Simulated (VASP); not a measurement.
# Zr (P6/mmm) in VASP: further runs, part 2 of 2

VASP 6.6.1.

### Step 3. Relaxation of cell and atoms, PBEsol, target pressure 17 GPa, at which the enthalpy is minimised

This run uses another cell than the first one, of 19.47 Å³/atom, 0.850 times its volume.

INCAR reads:

```
SYSTEM = Zr
  PREC = Accurate
  ENCUT = 600
  EDIFF = 1E-7
  ISMEAR = 1
  SIGMA = 0.1
  LREAL = .False.
  LASPH = .True.
  NELM = 80
  ALGO = Normal
  ISIF = 3
  LWAVE = .False.
  LCHARG = .False.
  GGA = PS
  IBRION = 2
  NSW = 90
  EDIFFG = -0.005
  PSTRESS = 170.0
```

KPOINTS reads:

```
regular mesh
0
Gamma
  9 9 12
  0 0 0
```

POSCAR reads:

```
Zr                                      
1.0
    4.7583577865      0.0000000000      0.0000000000
   -2.3791788932      4.1208587209     -0.0000000000
   -0.0000000000      0.0000000000      2.9789790133
  Zr            
     3
Direct
     0.6666666699999979    0.3333333300000021    0.5000000000000000
     0.3333333300000021    0.6666666699999979    0.5000000000000000
     0.0000000000000000    0.0000000000000000    0.0000000000000000
```

Potentials or basis: VASP PAW PBE potentials, release 64 (Zr_sv).

Command:

```console
$ cat potpaw_PBE.64/Zr_sv/POTCAR > POTCAR
$ mpirun -np 1 vasp_std > vasp.out
```

OUTCAR:

```text
SYSTEM = Zr
   PREC = Accurate
   ENCUT = 600
   EDIFF = 1E-7
   ISMEAR = 1
   LREAL = .False.
   LASPH = .True.
   NELM = 80
   ISIF = 3
   GGA = PS
   IBRION = 2
   NSW = 90
   EDIFFG = -0.005
   PSTRESS = 170.0

 ion  position               nearest neighbor table
   1  0.667  0.333  0.500-   2 2.75   2 2.75   2 2.75   3 3.13   3 3.13   3 3.13   3 3.13   3 3.13
                             3 3.13
   2  0.333  0.667  0.500-   1 2.75   1 2.75   1 2.75   3 3.13   3 3.13   3 3.13   3 3.13   3 3.13
                             3 3.13
   3  0.000  0.000  0.000-   1 3.13   2 3.13   1 3.13   2 3.13   2 3.13   2 3.13   1 3.13   1 3.13
                             1 3.13   1 3.13   2 3.13   2 3.13

  LATTYP: Found a hexagonal cell.
 ALAT       =     4.7583577865
 C/A-ratio  =     0.6260519169

  Lattice vectors:

 A1 = (   4.7583577865,   0.0000000000,   0.0000000000)
 A2 = (  -2.3791788932,   4.1208587209,   0.0000000000)
 A3 = (   0.0000000000,   0.0000000000,   2.9789790133)

Analysis of symmetry for initial positions (statically):
=====================================================================
 Subroutine PRICEL returns:
 Original cell was already a primitive cell.

 Routine SETGRP: Setting up the symmetry group for a
 hexagonal supercell.

 Subroutine GETGRP returns: Found 24 space group operations
 (whereof 24 operations were pure point group operations)
 out of a pool of 24 trial point group operations.

The static configuration has the point symmetry D_6h.

Analysis of symmetry for dynamics (positions and initial velocities):
=====================================================================
 Subroutine PRICEL returns:
 Original cell was already a primitive cell.

 Routine SETGRP: Setting up the symmetry group for a
 hexagonal supercell.

 Subroutine GETGRP returns: Found 24 space group operations
 (whereof 24 operations were pure point group operations)
 out of a pool of 24 trial point group operations.

The dynamic configuration has the point symmetry D_6h.

 Subroutine INISYM returns: Found 24 space group operations
 (whereof 24 operations are pure point group operations),
 and found     1 'primitive' translations

----------------------------------------------------------------------------------------

                                     Primitive cell

  volume of cell :      58.4134

  direct lattice vectors                    reciprocal lattice vectors
     4.758357787  0.000000000  0.000000000     0.210156538  0.121333934  0.000000000
    -2.379178893  4.120858721  0.000000000     0.000000000  0.242667868  0.000000000
     0.000000000  0.000000000  2.978979013     0.000000000  0.000000000  0.335685480

  length of vectors
     4.758357787  4.758357784  2.978979013     0.242667868  0.242667868  0.335685480

  position of ions in fractional coordinates (direct lattice)
     0.666666670  0.333333330  0.500000000
     0.333333330  0.666666670  0.500000000
     0.000000000  0.000000000  0.000000000

  ion indices of the primitive-cell ions
   primitive index   ion index
                 1           1
                 2           2
                 3           3

----------------------------------------------------------------------------------------

 KPOINTS: regular mesh

Automatic generation of k-mesh.
 Grid dimensions read from file:
 generate k-points for:    9    9   12

 Generating k-lattice:

  Cartesian coordinates                     Fractional coordinates (reciprocal lattice)
     0.023350726  0.013481548  0.000000000     0.111111111  0.000000000  0.000000000
     0.000000000  0.026963096  0.000000000     0.000000000  0.111111111  0.000000000
     0.000000000  0.000000000  0.027973790     0.000000000  0.000000000  0.083333333

  Length of vectors
     0.026963096  0.026963096  0.027973790

  Shift w.r.t. Gamma in fractional coordinates (k-lattice)
     0.000000000  0.000000000  0.000000000

 Subroutine IBZKPT returns following result:
 ===========================================

 Found     84 irreducible k-points:

 Following reciprocal coordinates:
            Coordinates               Weight
  0.000000  0.000000  0.000000      1.000000
  0.111111 -0.000000  0.000000      6.000000
  0.222222  0.000000  0.000000      6.000000
  0.333333 -0.000000  0.000000      6.000000
  0.444444  0.000000  0.000000      6.000000
  0.111111  0.111111  0.000000      6.000000
[... 16 lines left out ...]
  0.333333  0.222222  0.083333     24.000000
  0.333333  0.333333  0.083333      4.000000
 [... further k-points ...]
   k-points           NKPTS =     84   k-points in BZ     NKDIM =     84   number of bands    NBANDS=     22
   number of dos      NEDOS =    301   number of ions     NIONS =      3
   total plane-waves  NPLWV =  38400
   dimension x,y,z NGX =    40 NGY =   40 NGZ =   24
   dimension x,y,z NGXF=    80 NGYF=   80 NGZF=   48
   ions per type =               3
   NGX,Y,Z   is equivalent  to a cutoff of  13.98, 13.98, 13.39 a.u.
   NGXF,Y,Z  is equivalent  to a cutoff of  27.95, 27.95, 26.79 a.u.
 SYSTEM =  Zr
   PREC   = accura    normal or accurate (medium, high low for compatibility)
   ISTART =      0    job   : 0-new  1-cont  2-samecut
   ICHARG =      2    charge: 1-file 2-atom 10-const
   ISPIN  =      1    spin polarized calculation?
   LNONCOLLINEAR =      F non collinear calculations
   LSORBIT =      F    spin-orbit coupling
   LASPH  =      T    aspherical Exc in radial PAW
   ENCUT  =  600.0 eV  44.10 Ry    6.64 a.u.   9.50  9.50  5.95*2*pi/ulx,y,z
   NELM   =     80;   NELMIN=  2; NELMDL= -5     # of ELM steps
   EDIFF  = 0.1E-06   stopping-criterion for ELM
   LREAL  =      F    real-space projection
   EDIFFG = -.5E-02   stopping-criterion for IOM
   NSW    =     90    number of steps for IOM
   IBRION =      2    ionic relax: 0-MD 1-quasi-New 2-CG
   NFREE  =      1    steps in history (QN), initial steepest desc. (CG)
   ISIF   =      3    stress and relaxation
   ISYM   =      2    0-nonsym 1-usesym 2-fastsym
   POTIM  = 0.5000    time-step for ionic-motion
   TEBEG  =    0.0;   TEEND  =   0.0 temperature during run
   PSTRESS=  170.0 pullay stress
   NELECT =      36.0000    total number of electrons
   NUPDOWN=      -1.0000    fix difference up-down
   EMIN   =  10.00;   EMAX   =-10.00  energy-range for DOS
[... 5 lines left out ...]
     AMIX     =   0.40;   BMIX     =  1.00
     AMIX_MAG =   1.60;   BMIX_MAG =  1.00
  volume/ion in A,a.u.               =      19.47       131.40
  Fermi-wavevector in a.u.,A,eV,Ry     =   1.393173  2.632714 26.407953  1.940930
  Thomas-Fermi vector in A             =   2.516844
   LORBIT       =      0    0 simple, 1 ext, 2 COOP (PROOUT), +10 PAW based schemes
   GGA     = PS    functional components
   LHFCALC =     F    Hartree Fock is set to
   AEXX    =    0.0000 exact exchange contribution
   IVDW    =     0    specifies the selected vdW correction
   LEPSILON=     F    determine dielectric tensor
   LRPA    =     F    only Hartree local field effects (RPA)
 conjugate gradient relaxation of ions
 non-spin polarized calculation
 Methfessel and Paxton  Order N= 1 SIGMA  =   0.10
  energy-cutoff  :      600.00
  volume of cell :       58.41
 maximum number of plane-waves:      1992
 NGX is ok and might be reduce to    40
   NGX = 19   NGY = 19   NGZ = 11

--------------------------------------- Ionic step        1  -------------------------------------------

 number of electron      36.0000000 magnetization

 Free energy of the ion-electron system (eV)
  ---------------------------------------------------
  ext. energy  EPLUGINS =         0.00000000
  ---------------------------------------------------
  free energy    TOTEN  =       -26.87362159 eV

  energy without entropy =      -26.87368976  energy(sigma->0) =      -26.87364431

------------------------ aborting loop because EDIFF is reached ----------------------------------------

  FORCE on cell =-STRESS in cart. coord.  units (eV):
  Direction    XX          YY          ZZ          XY          YZ          ZX
  --------------------------------------------------------------------------------------
  -------------------------------------------------------------------------------------
  Total        6.1777267      6.1777267      6.1763648      0.0000000      0.0000000      0.0000000
  in kB      169.4443193    169.4443191    169.4069626      0.0000000      0.0000000      0.0000000
  external PRESSURE =      -0.5681330 kB  Pullay stress =     170.0000000 kB
[... 65 lines left out ...]
--------------------------------------- Ionic step        3  -------------------------------------------

 number of electron      36.0000000 magnetization

 Free energy of the ion-electron system (eV)
  ---------------------------------------------------
  ext. energy  EPLUGINS =         0.00000000
  ---------------------------------------------------
  free energy    TOTEN  =       -26.87138044 eV

  energy without entropy =      -26.87144415  energy(sigma->0) =      -26.87140168

 E-fermi :  10.8211     XC(G=0): -12.0469

 val. band max:       10.8028690047   @ k =   0.4444   0.0000   0.0000
 cond. band min:      10.8244688793   @ k =   0.4444   0.0000   0.0833
 fundamental gap:      0.0215998747
 Fermi energy:        10.8211436245

 k-point     1 :       0.0000    0.0000    0.0000
  band No.  band energies     occupation
      1     -37.5856      2.00000
      2     -37.2947      2.00000
      3     -37.0014      2.00000
      4     -16.0654      2.00000
      5     -16.0654      2.00000
      6     -15.8683      2.00000
[... 589 lines left out ...]
     21      11.6915     -0.00000
     22      12.6375     -0.00000

 [... further k-points ...]
[... 5 lines left out ...]
  --------------------------------------------------------------------------------------
  -------------------------------------------------------------------------------------
  Total        6.1961405      6.1961405      6.1949411      0.0000000     -0.0000000     -0.0000000
  in kB      170.0109584    170.0109582    169.9780483      0.0000000     -0.0000000     -0.0000000
  external PRESSURE =      -0.0000117 kB  Pullay stress =     170.0000000 kB
[... 22 lines left out ...]
  energy  without entropy=      -26.8714441547  energy(sigma->0) =      -26.87140168

  enthalpy is  TOTEN    =       -20.6756393270 eV   P V=        6.1957411113

 reached required accuracy - stopping structural energy minimisation
```

OSZICAR:

```text
N       E                     dE             d eps       ncg     rms          rms(c)
DAV:   1     0.408981917476E+03    0.40898E+03   -0.21944E+04  3696   0.187E+03
DAV:   2     0.244107240780E+01   -0.40654E+03   -0.40113E+03  4246   0.501E+02
DAV:   3    -0.264387719083E+02   -0.28880E+02   -0.28174E+02  6918   0.983E+01
DAV:   4    -0.278059222133E+02   -0.13672E+01   -0.13525E+01  5086   0.206E+01
[... 27 lines left out ...]
DAV:   4    -0.268713805061E+02   -0.15716E-05   -0.17497E-05  5184   0.233E-02    0.120E-02
DAV:   5    -0.268713808001E+02   -0.29397E-06   -0.24839E-06  4958   0.105E-02    0.768E-03
DAV:   6    -0.268713806430E+02    0.15704E-06   -0.50486E-06  5706   0.118E-02    0.214E-03
DAV:   7    -0.268713805175E+02    0.12553E-06   -0.21191E-07  3134   0.326E-03    0.917E-04
DAV:   8    -0.268713804382E+02    0.79248E-07   -0.18115E-08  2040   0.129E-03
   3 F= -.20675639E+02 E0= -.20675661E+02  d E =-.390125E-05
```

Wall time 3 min (1 thread of Intel Xeon 6975P-C (Granite Rapids), shared host); peak memory 0.26 GiB.

Results:

- Free energy: -26.8714 eV
- Relaxed volume: 19.46 Å³/atom
- Relaxed cell: a = 4.758 Å, b = 4.758 Å, c = 2.979 Å, α = 90.00°, β = 90.00°, γ = 120.00°
- Space group after relaxing (to 0.05 Å): P6/mmm (No. 191)
- Energy change on relaxing (the enthalpy is what falls): +0.7 meV/atom
- Ionic steps: 3
- Pressure after relaxing: 17.0 GPa
- Band gap on the k mesh: none (metal or under the smearing width)

Step by step:
```csv
step,energy change (eV),largest force (eV/Å),pressure (GPa),volume (Å³)
1,0.0000,0.0000,16.94,58.41
2,0.0062,0.0000,17.10,58.36
3,0.0022,0.0000,17.00,58.39
```

Final structure:
```
CELL_PARAMETERS angstrom
4.75780 0.00000 0.00000
-2.37890 4.12037 0.00000
0.00000 0.00000 2.97860
ATOMIC_POSITIONS crystal
Zr 0.66667 0.33333 0.50000
Zr 0.33333 0.66667 0.50000
Zr 0.00000 0.00000 0.00000
```

Caveat: the cell is relaxed towards a set pressure, so the enthalpy falls and the energy may rise; the PAW data sets were made with another functional, which shifts forces and pressure a little.

### Step 4. Relaxation of cell and atoms, PBEsol

INCAR reads:

```
ALGO = Normal
EDIFF = 1E-6
EDIFFG = -0.01
ENCUT = 600
GGA = PS
IBRION = 2
ISIF = 3
ISMEAR = 1
LASPH = T
LCHARG = F
LREAL = F
LWAVE = F
NELM = 80
NSW = 90
PREC = Accurate
SIGMA = 0.1
```

KPOINTS reads:

```
k-points
0
Gamma
  9 9 12
```

POSCAR reads:

```
Zr
1.0
    5.0328000000      0.0000000000      0.0000000000
   -2.5164000000      4.3585326500      0.0000000000
    0.0000000000      0.0000000000      3.1324000000
Zr
3
Direct
    0.6666666700      0.3333333300      0.5000000000
    0.3333333300      0.6666666700      0.5000000000
    0.0000000000      0.0000000000      0.0000000000
```

Command:

```console
$ cat potpaw_PBE.64/Zr_sv/POTCAR > POTCAR
$ mpirun -np 1 vasp_std > vasp.out
```

Wall time 6.5 min (1 thread of Intel Xeon Platinum 8488C (Sapphire Rapids), shared host); peak memory 0.28 GiB.

It converged, with:

```
Free energy                            : -27.2720 eV
Relaxed volume                         : 22.21 Å³/atom
Relaxed cell                           : a = 4.968 Å, b = 4.968 Å, c = 3.116 Å, α = 90.00°, β = 90.00°, γ = 120.00°
Space group after relaxing (to 0.05 Å) : P6/mmm (No. 191)
Energy gained by relaxing              : 6.8 meV/atom
Ionic steps                            : 5
Pressure after relaxing                : 0.1 GPa
Band gap on the k mesh                 : none (metal or under the smearing width)
```

Step by step:
```tsv
step	energy change (eV)	largest force (eV/Å)	pressure (GPa)	volume (Å³)
1	0.0000	0.0000	-2.94	68.71
2	0.0001	0.0000	3.33	64.62
3	-0.0202	0.0000	0.03	66.63
4	-0.0202	0.0000	0.10	66.59
5	-0.0205	0.0000	0.06	66.62
```

Final structure:
```
Zr
1.0
     4.96832    0.00000    0.00000
    -2.48416    4.30269    0.00000
     0.00000    0.00000    3.11622
Zr
3
Direct
  0.66667 0.33333 0.50000
  0.33333 0.66667 0.50000
  0.00000 0.00000 0.00000
```

Levels at points of the mesh, in eV from the Fermi level:
| k point | band 14 | band 15 | band 16 | band 17 | band 18 | band 19 | band 20 | band 21 | band 22 |
| --- | --- | --- | --- | --- | --- | --- | --- | --- | --- |
| (0.00, 0.00, 0.00) | -2.51 | -0.49 | -0.49 | -0.44 | -0.44 | -0.17 | 0.86 | 1.67 | 1.67 |
| (0.00, 0.00, 0.50) | -2.64 | -2.15 | -1.98 | -1.98 | -1.37 | 1.23 | 1.23 | 1.72 | 1.72 |

Caveat: the PAW data sets were made with another functional, which shifts forces and pressure a little.
